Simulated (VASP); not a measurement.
CaO in VASP 6.6.1, single-point calculation

INCAR

```
NBANDS = 15
IBRION = -1
LREAL = .FALSE.
PREC = Accurate
ISMEAR = -1
METAGGA = MBJ
LCHARG = .FALSE.
SIGMA = 0.005
EDIFF = 1E-7
NSW = 0
ISIF = 2
ENCUT = 520
NELM = 69
LWAVE = .FALSE.
LASPH = .TRUE.
```

KPOINTS

```
KPOINTS created by Atomic Simulation Environment
0
Gamma
10 10 10
0 0 0
```

POSCAR

```
Ca O
 1.0000000000000000
    -0.0755630935000000    2.3939135200999999    2.3939135200999999
     2.3939135200999999   -0.0755630935000000    2.3939135200999999
     2.3939135200999999    2.3939135200999999   -0.0755630935000000
 Ca  O
   1   1
Cartesian
  0.0000000000000000  0.0000000000000000  0.0000000000000000
  2.3561319733500001  2.3561319733500001  2.3561319733500001
```

The recommended PBE PAW datasets give the neutral cell 16 valence electrons.

Command

```
mpirun -np 1 vasp_std
```

Question: How does this run end, and what does it give?

Answer: It converged. Results: gap between bands v and c on the k mesh 5.12 eV; least direct gap on the k mesh 5.46 eV. Band v is the last that the valence electrons fill when counted band by band, and c is the next.

OSZICAR

```
N       E                     dE             d eps       ncg     rms          rms(c)
DAV:   1     0.187140046093E+03    0.18714E+03   -0.81315E+03  3480   0.107E+03
DAV:   2     0.560158072416E+02   -0.13112E+03   -0.12204E+03  4406   0.287E+02
DAV:   3     0.508934107741E+02   -0.51224E+01   -0.50775E+01  4391   0.587E+01
DAV:   4     0.507697534835E+02   -0.12366E+00   -0.12359E+00  4146   0.863E+00
DAV:   5     0.507672780422E+02   -0.24754E-02   -0.24754E-02  4149   0.112E+00    0.733E+00
DAV:   6     0.504482794112E+02   -0.31900E+00   -0.15416E+01  4404   0.429E+01    0.501E+00
DAV:   7     0.501321424155E+02   -0.31614E+00   -0.19663E+00  3501   0.140E+01    0.359E+00
DAV:   8     0.513429104678E+02    0.12108E+01   -0.13808E+00  3676   0.993E+00    0.210E+00
DAV:   9     0.518594739085E+02    0.51656E+00   -0.67448E-01  3907   0.811E+00    0.514E-01
DAV:  10     0.516798037678E+02   -0.17967E+00   -0.26622E-01  3543   0.484E+00    0.679E-01
...
DAV:  56     0.524804352771E+02    0.14520E-04   -0.41508E-10  1740   0.179E-04    0.330E-05
DAV:  57     0.524804607681E+02    0.25491E-04   -0.15759E-10  1740   0.126E-04    0.243E-05
DAV:  58     0.524804609068E+02    0.13870E-06   -0.12231E-10  1740   0.110E-04    0.308E-05
DAV:  59     0.524804720174E+02    0.11111E-04   -0.25244E-11  1740   0.682E-05    0.220E-05
DAV:  60     0.524804669831E+02   -0.50343E-05   -0.26043E-11  1740   0.471E-05    0.166E-05
DAV:  61     0.524804666776E+02   -0.30543E-06   -0.10021E-11  1740   0.355E-05    0.120E-05
DAV:  62     0.524804623279E+02   -0.43497E-05   -0.72936E-12  1740   0.297E-05    0.725E-06
DAV:  63     0.524804575636E+02   -0.47643E-05   -0.16287E-11  1740   0.308E-05    0.634E-06
DAV:  64     0.524804575585E+02   -0.51225E-08   -0.19439E-12  1740   0.187E-05
   1 F= 0.52480458E+02 E0= 0.52480458E+02  d E =0.000000E+00
```

The MBJ potential has no energy functional, so only its levels carry meaning.

For comparison, a separate PBE run of the intended cell, on usual settings and not on those above, gives a gap of 3.53 eV on its mesh and a pressure of -1.5 GPa.
